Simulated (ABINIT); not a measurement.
# MgS (F-43m) in ABINIT: a series of runs, part 3 of 3

ABINIT 10.8.3 (patched build). Earlier steps stand in the parts before.

## Step 4: Band structure, BLYP

run.abi reads:

```
ndtset 2

pp_dirpath "./"
pseudos "S.GGA_PBE-JTH.xml, Mg.GGA_PBE-JTH.xml"

acell 4.006636794 4.006636794 4.006636794 Angstrom
rprim
     0.0000000000     0.7071067812     0.7071067812
     0.7071067812     0.0000000000     0.7071067812
     0.7071067812     0.7071067812     0.0000000000
ntypat 2
znucl 16 12
natom 2
typat 1 2
xcart
     1.4165600234     1.4165600234     1.4165600234
     0.0000000000     0.0000000000     0.0000000000 Angstrom

ecut 24.0
pawecutdg 46.0
pawxcdev 0

ixc -106131

occopt 3
tsmear 0.00183747

nstep 100

iomode 3
prtwf 0
prteig 0
prtebands 0
enunit 1
prtden1 1

kptopt1 1
ngkpt1 8 8 8
nshiftk1 1
shiftk1 0.0 0.0 0.0
nband1 12
tolvrs1 1.0e-9

iscf2 -2
getden2 1
nband2 18
nbdbuf2 4
tolwfr2 1.0e-11
kptopt2 -9
ndivsm2 6
prteig2 1
prtvol2 -3
kptbounds2
     0.0000000000     0.0000000000     0.0000000000
     0.5000000000     0.0000000000     0.5000000000
     0.5000000000     0.2500000000     0.7500000000
     0.3750000000     0.3750000000     0.7500000000
     0.0000000000     0.0000000000     0.0000000000
     0.5000000000     0.5000000000     0.5000000000
     0.6250000000     0.2500000000     0.6250000000
     0.5000000000     0.2500000000     0.7500000000
     0.5000000000     0.5000000000     0.5000000000
     0.3750000000     0.3750000000     0.7500000000
```

Potentials or basis: JTH PAW PBE v2.0.

Command:

```sh
$ abinit run.abi > log 2>&1
```

run.abo:

```text
.Version 10.8.3 of ABINIT
 DATASET    1 : space group F-4 3 m (#216); Bravais cF (face-center cubic)
================================================================================
 Values of the parameters that define the memory need for DATASET  1.
     intxc =       0    ionmov =       0      iscf =      17    lmnmax =       8
     lnmax =       4     mgfft =      36  mpssoang =       2    mqgrid =    3001
     natom =       2  nloc_mem =       2    nspden =       1   nspinor =       1
    nsppol =       1      nsym =      24    n1xccc =       1    ntypat =       2
    occopt =       3   xclevel =       2
       mpw =        1747          nfft =       46656          nkpt =          29
 PAW method is used; the additional fine FFT grid is defined by:
   mgfftf=        48    nfftf =    110592
================================================================================
================================================================================

 DATASET    2 : space group F-4 3 m (#216); Bravais cF (face-center cubic)
================================================================================
 Values of the parameters that define the memory need for DATASET  2.
     intxc =       0    ionmov =       0      iscf =      -2    lmnmax =       8
     lnmax =       4     mgfft =      36  mpssoang =       2    mqgrid =    3001
     natom =       2  nloc_mem =       2    nspden =       1   nspinor =       1
    nsppol =       1      nsym =      24    n1xccc =       1    ntypat =       2
    occopt =       3   xclevel =       2
       mpw =        1755          nfft =       46656          nkpt =         103
 PAW method is used; the additional fine FFT grid is defined by:
   mgfftf=        48    nfftf =    110592
================================================================================
================================================================================

--------------------------------------------------------------------------------
------------- Echo of variables that govern the present computation ------------
--------------------------------------------------------------------------------
 -outvars: echo values of preprocessed input variables --------
            acell      7.5714462266E+00  7.5714462266E+00  7.5714462266E+00 Bohr
              amu      3.20660000E+01  2.43050000E+01
             ecut      2.40000000E+01 Hartree
           enunit           1
           getden1          0
[... 1051 lines left out ...]
              =  4.006636794000  4.006636794000  4.006636794000 angstroms
 Eigenvalues (   eV  ) for nkpt= 103  k points:
 kpt#   1, nband= 18, wtk=  1.00000, kpt=  0.0000  0.0000  0.0000 (reduced coord)
 -71.37327  -38.31280  -38.31280  -38.31280   -8.68656    2.56863    2.56863    2.56863
   6.13557   10.53854   10.53854   10.53854   13.40511   13.40511   16.40704   16.65367
  16.65367   16.65367
 kpt#   2, nband= 18, wtk=  1.00000, kpt=  0.0294  0.0000  0.0294 (reduced coord)
 -71.37326  -38.31282  -38.31281  -38.31281   -8.68002    2.52198    2.55801    2.55801
   6.19568   10.50336   10.56272   10.56272   13.29684   13.41944   16.43853   16.67842
  16.67842   16.74760
 kpt#   3, nband= 18, wtk=  1.00000, kpt=  0.0588  0.0000  0.0588 (reduced coord)
 -71.37326  -38.31288  -38.31283  -38.31283   -8.66051    2.39158    2.52679    2.52679
   6.36526   10.40238   10.63451   10.63451   13.00763   13.46264   16.56297   16.75234
  16.75234   16.96665
 kpt#   4, nband= 18, wtk=  1.00000, kpt=  0.0882  0.0000  0.0882 (reduced coord)
 -71.37326  -38.31298  -38.31286  -38.31286   -8.62850    2.19963    2.47682    2.47682
   6.61818   10.24705   10.75195   10.75195   12.61085   13.53419   16.78701   16.87425
  16.87425   17.24113
 kpt#   5, nband= 18, wtk=  1.00000, kpt=  0.1176  0.0000  0.1176 (reduced coord)
[... 381 lines left out ...]
   8.11021    9.84115   11.44838   11.79684   13.97717   14.57409   17.60299   18.52947
  19.07907   20.43347
 kpt# 101, nband= 18, wtk=  1.00000, kpt=  0.4000  0.4000  0.7000 (reduced coord)
 -71.37316  -38.31484  -38.31411  -38.31347   -7.84817    0.07856    0.80649    1.87128
   7.91080    9.88581   11.61353   12.16736   13.75595   14.50594   17.92662   19.05715
  19.30918   20.36079
 kpt# 102, nband= 18, wtk=  1.00000, kpt=  0.3875  0.3875  0.7250 (reduced coord)
 -71.37316  -38.31484  -38.31416  -38.31351   -7.82770    0.13221    0.71960    1.81743
   7.73274    9.78121   11.90642   12.51015   13.60645   14.52736   18.08532   19.40819
  19.46109   20.36486
 kpt# 103, nband= 18, wtk=  1.00000, kpt=  0.3750  0.3750  0.7500 (reduced coord)
 -71.37315  -38.31488  -38.31414  -38.31355   -7.81570    0.11187    0.75130    1.77254
   7.58530    9.60321   12.17587   12.77767   13.59558   14.67921   17.99892   19.23619
  19.58312   20.62892

== END DATASET(S) ==============================================================
================================================================================

 -outvars: echo values of variables after computation  --------
            acell      7.5714462266E+00  7.5714462266E+00  7.5714462266E+00 Bohr
           etotal1    -7.4020412205E+01
            fcart1     1.5716842922E-30  1.5716842922E-30 -4.7150528766E-30
                      -1.5716842922E-30 -1.5716842922E-30  4.7150528766E-30
            rprim      0.0000000000E+00  7.0710678120E-01  7.0710678120E-01
                       7.0710678120E-01  0.0000000000E+00  7.0710678120E-01
                       7.0710678120E-01  7.0710678120E-01  0.0000000000E+00
           strten1    -8.8211404464E-05 -8.8211404464E-05 -8.8211404464E-05
                       0.0000000000E+00  0.0000000000E+00  0.0000000000E+00
           xangst      1.4165600234E+00  1.4165600234E+00  1.4165600234E+00
                      -2.1414164432E-11 -2.1414164432E-11 -2.1414164432E-11
             xred      2.5000000000E-01  2.5000000000E-01  2.5000000000E-01
                      -3.7792546870E-12 -3.7792546870E-12 -3.7792546870E-12
 Calculation completed.
```

Run time: 61 s. Hardware: 1 thread of Arm Neoverse V2, shared host; peak memory 0.14 GiB.

Results:

| Property | Result |
| --- | --- |
| Free energy | -2014.1980 eV |
| Pressure | 2.6 GPa |
| Band gap on the k mesh | 3.57 eV, direct |
| Band gap along the path | 3.57 eV, direct |
| Valence electrons inside the program's atomic spheres | S 3.66; Mg 8.23 |

Levels at the corners of the path, in eV from the valence-band top:
```
point  band 4  band 5  band 6  band 7  band 8  band 9  band 10  band 11  band 12  band 13
    Γ  -40.88  -11.26    0.00    0.00    0.00    3.57     7.97     7.97     7.97    10.84
    X  -40.88  -10.37   -2.78   -1.01   -1.01    4.10     5.70    11.21    12.36    12.36
    W  -40.88  -10.36   -2.28   -1.78   -1.28    5.73     7.87     8.32     8.60    12.66
    K  -40.88  -10.38   -2.46   -1.82   -0.80    5.02     7.03     9.61    10.21    11.03
    Γ  -40.88  -11.26    0.00    0.00    0.00    3.57     7.97     7.97     7.97    10.84
    L  -40.88  -10.59   -3.06   -0.32   -0.32    5.16     7.70     7.70     8.84    13.03
    U  -40.88  -10.38   -2.46   -1.82   -0.80    5.02     7.03     9.61    10.21    11.03
    W  -40.88  -10.36   -2.28   -1.78   -1.28    5.73     7.87     8.32     8.60    12.66
    L  -40.88  -10.59   -3.06   -0.32   -0.32    5.16     7.70     7.70     8.84    13.03
    K  -40.88  -10.38   -2.46   -1.82   -0.80    5.02     7.03     9.61    10.21    11.03
```

Caveat: the PAW data sets were made with another functional, which shifts forces and pressure a little.

## Step 5: Band structure, AM05

run.abi, as its differences from that of step 4:

```diff
@@ -22,3 +22,3 @@
 
-ixc -106131
+ixc -120135
```

Command:

```sh
$ abinit run.abi > log 2>&1
```

Run time: 65 s. Hardware: 1 thread of Arm Neoverse V2, shared host; peak memory 0.14 GiB.

It converged, with:

- Free energy: -2006.9800 eV
- Pressure: 0.2 GPa
- Band gap on the k mesh: 3.43 eV, direct
- Band gap along the path: 3.44 eV, direct
- Valence electrons inside the program's atomic spheres: S 3.62; Mg 8.23

Levels at the corners of the path, in eV from the valence-band top:
```
point  band 5  band 6  band 7  band 8  band 9  band 10  band 11  band 12
    Γ  -11.22    0.00    0.00    0.00    3.44     7.88     7.88     7.88
    X  -10.31   -2.81   -1.03   -1.03    3.85     5.61    11.13    12.26
    W  -10.30   -2.29   -1.83   -1.32    5.50     7.89     8.13     8.48
    K  -10.32   -2.48   -1.87   -0.81    4.80     6.94     9.53    10.10
    Γ  -11.22    0.00    0.00    0.00    3.44     7.88     7.88     7.88
    L  -10.53   -3.13   -0.33   -0.33    5.08     7.58     7.58     8.57
    U  -10.32   -2.48   -1.87   -0.81    4.80     6.94     9.53    10.10
    W  -10.30   -2.29   -1.83   -1.32    5.50     7.89     8.13     8.48
    L  -10.53   -3.13   -0.33   -0.33    5.08     7.58     7.58     8.57
    K  -10.32   -2.48   -1.87   -0.81    4.80     6.94     9.53    10.10
```

Caveat: the PAW data sets were made with another functional, which shifts forces and pressure a little.

## Step 6: Band structure, r2SCAN

run.abi, as its differences from that of step 5:

```diff
@@ -20,5 +20,6 @@
 pawecutdg 46.0
+
+ixc -497498
+usekden 1
 pawxcdev 0
-
-ixc -120135
 
@@ -35,2 +36,3 @@
 prtden1 1
+prtkden1 1
 
@@ -41,3 +43,3 @@
 nband1 12
-tolvrs1 1.0e-9
+tolvrs1 1.0e-7
 
@@ -45,2 +47,3 @@
 getden2 1
+getkden2 1
 nband2 18
```

Potentials or basis: JTH PAW PBE v2.0.

Command:

```sh
$ abinit run.abi > log 2>&1
```

Wall time 3.7 min (1 thread of Arm Neoverse V2, shared host); peak memory 0.18 GiB.

Results (log left out):

```
Free energy                                           : -1942.9423 eV
Pressure                                              : 0.1 GPa
Band gap on the k mesh                                : 4.12 eV, direct
Band gap along the path                               : 4.12 eV, direct
Valence electrons inside the program's atomic spheres : S 3.64; Mg 8.21
```

Levels at the corners of the path, in eV from the valence-band top:
```csv
point,band 4,band 5,band 6,band 7,band 8,band 9,band 10,band 11,band 12,band 13
Γ,-41.66,-11.73,0.00,0.00,0.00,4.12,8.60,8.60,8.60,11.40
X,-41.66,-10.81,-2.80,-1.04,-1.04,4.32,6.28,12.13,13.29,13.29
W,-41.66,-10.80,-2.26,-1.85,-1.32,5.99,8.72,8.79,9.22,13.66
K,-41.66,-10.82,-2.46,-1.88,-0.82,5.31,7.62,10.36,10.84,11.87
Γ,-41.66,-11.73,0.00,0.00,0.00,4.12,8.60,8.60,8.60,11.40
L,-41.66,-11.03,-3.13,-0.33,-0.33,5.80,8.21,8.21,9.26,13.77
U,-41.66,-10.82,-2.46,-1.88,-0.82,5.31,7.62,10.36,10.84,11.87
W,-41.66,-10.80,-2.26,-1.85,-1.32,5.99,8.72,8.79,9.22,13.66
L,-41.66,-11.03,-3.13,-0.33,-0.33,5.80,8.21,8.21,9.26,13.77
K,-41.66,-10.82,-2.46,-1.88,-0.82,5.31,7.62,10.36,10.84,11.87
```

Caveat: totals of a meta-GGA on PAW files have another zero than those of a GGA; the PAW data sets were made with another functional, which shifts forces and pressure a little.

## Step 7: Overview

| level | gap on the mesh (eV) | pressure (GPa) |
| --- | --- | --- |
| LDA | 3.17 | -1.9 |
| PBEsol | 3.28 | -0.3 |
| BLYP | 3.57 | 2.6 |
| AM05 | 3.43 | 0.2 |
| r2SCAN | 4.12 | 0.1 |

Alike in all rows: task band structure; potentials or basis JTH PAW PBE v2.0; no spin polarisation; cell as given; k mesh 8 × 8 × 8; cutoff (eV) 653; smearing fermi-dirac 0.05 eV.

On the cell as given the gap runs from 3.17 eV (LDA) to 4.12 eV (r2SCAN). The pressure there spans -1.9 GPa (LDA) to 2.6 GPa (BLYP); a positive pressure means that this level wants a larger cell, a negative one a smaller.

Caveats: the PAW data sets were made with another functional, which shifts forces and pressure a little; totals of a meta-GGA on PAW files have another zero than those of a GGA (some runs).

Absolute energies hang on the potentials; compare differences alone.
